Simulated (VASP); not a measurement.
# HfC (Fm-3m) in VASP: further runs

One crystal, HfC, is run at these levels: LDA; tasks: single point.

Program: VASP 6.6.1. These are calculated values, not measurements. Logs are shortened: lines on timing, memory, paths and dates and some standing lists are left out, and cuts for length are marked.

## 1. The crystal as given

Symmetry: Fm-3m, No. 225, cubic system. Conventional cell: a = 4.650 Å, b = 4.650 Å, c = 4.650 Å, α = 90.00°, β = 90.00°, γ = 90.00°. Hf (site symmetry m-3m) has 6 C at 2.33 Å as nearest neighbours. C (site symmetry m-3m) has 6 Hf at 2.33 Å as nearest neighbours.

## 2. Single point, LDA

File INCAR:

```
PREC = Accurate
ENCUT = 450
EDIFF = 1E-7
ISMEAR = -1
SIGMA = 0.1
LREAL = F
LASPH = T
NELM = 100
ALGO = Normal
ISIF = 2
LWAVE = F
LCHARG = F
ADDGRID = F
```

File KPOINTS:

```
Automatic mesh
0
Gamma
  13 13 13
```

File POSCAR:

```
HfC
1.0
    0.0000000000      2.3250000000      2.3250000000
    2.3250000000      0.0000000000      2.3250000000
    2.3250000000      2.3250000000      0.0000000000
Hf C
1 1
Direct
    0.5000000000      0.5000000000      0.5000000000
    0.0000000000      0.0000000000      0.0000000000
```

Potentials or basis: VASP PAW LDA potentials, release 64 (Hf, C).

Run with:

```
> cat potpaw_LDA.64/Hf/POTCAR potpaw_LDA.64/C/POTCAR > POTCAR
> mpirun -np 1 vasp_std > vasp.out
```

OUTCAR:

```text
PREC = Accurate
   ENCUT = 450
   EDIFF = 1E-7
   ISMEAR = -1
   LREAL = F
   LASPH = T
   NELM = 100
   ISIF = 2

 Found     84 irreducible k-points:

 Following reciprocal coordinates:
            Coordinates               Weight
  0.000000  0.000000  0.000000      1.000000
  0.076923  0.000000  0.000000      8.000000
  0.153846  0.000000  0.000000      8.000000
  0.230769  0.000000  0.000000      8.000000
  0.307692  0.000000  0.000000      8.000000
  0.384615  0.000000  0.000000      8.000000
   k-points           NKPTS =     84   k-points in BZ     NKDIM =     84   number of bands    NBANDS=      8
   number of dos      NEDOS =    301   number of ions     NIONS =      2
   total plane-waves  NPLWV =  13824
   dimension x,y,z NGX =    24 NGY =   24 NGZ =   24
   dimension x,y,z NGXF=    48 NGYF=   48 NGZF=   48
   ions per type =               1   1
   NGX,Y,Z   is equivalent  to a cutoff of  12.13, 12.13, 12.13 a.u.
   NGXF,Y,Z  is equivalent  to a cutoff of  24.27, 24.27, 24.27 a.u.
 SYSTEM =  unknown system
   PREC   = accura    normal or accurate (medium, high low for compatibility)
   ISTART =      0    job   : 0-new  1-cont  2-samecut
   ICHARG =      2    charge: 1-file 2-atom 10-const
   ISPIN  =      1    spin polarized calculation?
   LNONCOLLINEAR =      F non collinear calculations
   LSORBIT =      F    spin-orbit coupling
   LASPH  =      T    aspherical Exc in radial PAW
   ENCUT  =  450.0 eV  33.07 Ry    5.75 a.u.   5.69  5.69  5.69*2*pi/ulx,y,z
   NELM   =    100;   NELMIN=  2; NELMDL= -5     # of ELM steps
   EDIFF  = 0.1E-06   stopping-criterion for ELM
   LREAL  =      F    real-space projection
   EDIFFG = 0.1E-05   stopping-criterion for IOM
   NSW    =      0    number of steps for IOM
   IBRION =     -1    ionic relax: 0-MD 1-quasi-New 2-CG
   NFREE  =      0    steps in history (QN), initial steepest desc. (CG)
   ISIF   =      2    stress and relaxation
   ISYM   =      2    0-nonsym 1-usesym 2-fastsym
   POTIM  = 0.5000    time-step for ionic-motion
   TEBEG  =    0.0;   TEEND  =   0.0 temperature during run
   PSTRESS=    0.0 pullay stress
   NELECT =       8.0000    total number of electrons
   NUPDOWN=      -1.0000    fix difference up-down
   EMIN   =  10.00;   EMAX   =-10.00  energy-range for DOS
   EFERMI =   0.00;   METHOD = LEGACY
   ISMEAR =    -1;   SIGMA  =   0.10  broadening in eV -4-tet -1-fermi 0-gaus
   EFERMI_NEDOS =   21; number of points for ismear=-14 and -15
   IALGO  =     38    algorithm
   IMIX   =      4    mixing-type and parameters
     AMIX     =   0.40;   BMIX     =  1.00
     AMIX_MAG =   1.60;   BMIX_MAG =  1.00
  volume/ion in A,a.u.               =      12.57        84.81
  Fermi-wavevector in a.u.,A,eV,Ry     =   1.117734  2.112211 16.998163  1.249330
  Thomas-Fermi vector in A             =   2.254359
   LORBIT       =      0    0 simple, 1 ext, 2 COOP (PROOUT), +10 PAW based schemes
   GGA     = CA    functional components
   LHFCALC =     F    Hartree Fock is set to
   AEXX    =    0.0000 exact exchange contribution
   IVDW    =     0    specifies the selected vdW correction
   LEPSILON=     F    determine dielectric tensor
   LRPA    =     F    only Hartree local field effects (RPA)
 non-spin polarized calculation
  energy-cutoff  :      450.00
  volume of cell :       25.14
 maximum number of plane-waves:       556
   NGX = 11   NGY = 11   NGZ = 11

 number of electron       8.0000000 magnetization

 Free energy of the ion-electron system (eV)
  ---------------------------------------------------
  ext. energy  EPLUGINS =         0.00000000
  ---------------------------------------------------
  free energy    TOTEN  =       -22.93213477 eV

  energy without entropy =      -22.92258783  energy(sigma->0) =      -22.92736130

 E-fermi :   6.2003     XC(G=0): -12.1984

 val. band max:        6.1373325246   @ k =   0.4615   0.4615   0.0000
 cond. band min:       6.2365001999   @ k =   0.0769   0.0000   0.0000
 fundamental gap:      0.0991676753
 Fermi energy:         6.2002509206

 k-point     1 :       0.0000    0.0000    0.0000
  band No.  band energies     occupation
      1      -5.9174      2.00000
      2       7.2418      0.00006
      3       7.2418      0.00006
      4       7.2418      0.00006
      5       7.5241      0.00000
      6       7.5241      0.00000
      7       7.5241      0.00000
      8       9.5437      0.00000

 k-point     2 :       0.0769    0.0000    0.0000
  band No.  band energies     occupation
      1      -5.7763      2.00000
      2       6.2365      0.82071
      3       6.5297      0.07149
      4       6.5297      0.07149
      5       7.8211      0.00000
      6       7.8211      0.00000
      7       8.1722      0.00000
      8      10.2664      0.00000

 k-point     3 :       0.1538    0.0000    0.0000
  band No.  band energies     occupation
      1      -5.3670      2.00000
      2       4.9097      2.00000
      3       5.5396      1.99730
      4       5.5396      1.99730
      5       8.2871      0.00000
      6       8.2871      0.00000
      7       8.6435      0.00000
      8      11.6901      0.00000

 k-point     4 :       0.2308    0.0000    0.0000
  band No.  band energies     occupation
      1      -4.7301      2.00000
      2       3.5498      2.00000
      3       4.6600      2.00000
      4       4.6600      2.00000
      5       8.9749      0.00000
      6       8.9749      0.00000
      7       9.0617      0.00000
      8      13.2980      0.00000

 k-point     5 :       0.3077    0.0000    0.0000
  band No.  band energies     occupation
      1      -3.9299      2.00000
      2       2.2554      2.00000
      3       3.9718      2.00000
      4       3.9718      2.00000
      5       9.6364      0.00000
      6       9.8344      0.00000
      7       9.8344      0.00000
      8      14.9050      0.00000

 k-point     6 :       0.3846    0.0000    0.0000
  band No.  band energies     occupation
      1      -3.0622      2.00000
      2       1.0967      2.00000
      3       3.5029      2.00000
      4       3.5029      2.00000
      5      10.4768      0.00000
      6      10.7197      0.00000
      7      10.7197      0.00000
      8      14.5789      0.00000

 [... further k-points ...]

------------------------ aborting loop because EDIFF is reached ----------------------------------------

  FORCE on cell =-STRESS in cart. coord.  units (eV):
  Direction    XX          YY          ZZ          XY          YZ          ZX
  --------------------------------------------------------------------------------------
  -------------------------------------------------------------------------------------
  Total       -1.8470757     -1.8470757     -1.8470757      0.0000000      0.0000000      0.0000000
  in kB     -117.7325115   -117.7325115   -117.7325115      0.0000000      0.0000000      0.0000000
  external PRESSURE =    -117.7325115 kB  Pullay stress =       0.0000000 kB

 VOLUME and BASIS-vectors are now :
 -----------------------------------------------------------------------------
  energy-cutoff  :      450.00
  volume of cell :       25.14
      direct lattice vectors                 reciprocal lattice vectors
     0.000000000  2.325000000  2.325000000    -0.215053763  0.215053763  0.215053763
     2.325000000  0.000000000  2.325000000     0.215053763 -0.215053763  0.215053763
     2.325000000  2.325000000  0.000000000     0.215053763  0.215053763 -0.215053763

 POSITION                                       TOTAL-FORCE (eV/Angst)
 -----------------------------------------------------------------------------------
      2.32500      2.32500      2.32500        -0.000000     -0.000000     -0.000000
      0.00000      0.00000      0.00000         0.000000      0.000000      0.000000
 -----------------------------------------------------------------------------------
    total drift:                                0.000000     -0.000000     -0.000000

  FREE ENERGIE OF THE ION-ELECTRON SYSTEM (eV)
  ---------------------------------------------------
  free  energy   TOTEN  =       -22.9321347672 eV

  energy  without entropy=      -22.9225878299  energy(sigma->0) =      -22.92736130
```

It took 46 s on 1 thread of AMD EPYC, shared host; peak memory 0.11 GiB.

The run converged, but some of its settings lie outside the range that counts as converged, so its numbers aren't taken as properties of the crystal.

What came out:

- Free energy: -22.9321 eV
- Band gap on the k mesh: none (metal or under the smearing width)

Caveat: the cutoff is under 1.25 times the usual one of these potentials, so pressure, stress and relaxed cells hold a basis-set (Pulay) error.

## 3. Single point, LDA

Changes to INCAR since step 2:

```diff
@@ -4,3 +4,3 @@
 ISMEAR = -1
-SIGMA = 0.1
+SIGMA = 0.05
 LREAL = F
```

KPOINTS is that of step 2.

POSCAR is that of step 2.

Potentials or basis: VASP PAW LDA potentials, release 64 (Hf, C).

Run with:

```
> cat potpaw_LDA.64/Hf/POTCAR potpaw_LDA.64/C/POTCAR > POTCAR
> mpirun -np 1 vasp_std > vasp.out
```

Run time: 41 s. Hardware: 1 thread of AMD EPYC, shared host; peak memory 0.11 GiB.

These settings aren't checked as converged: the numbers below hold their error.

What came out:

| Item | Value |
| --- | --- |
| Free energy | -22.9286 eV |
| Band gap on the k mesh | none (metal or under the smearing width) |

Caveat: the cutoff is under 1.25 times the usual one of these potentials, so pressure, stress and relaxed cells hold a basis-set (Pulay) error.
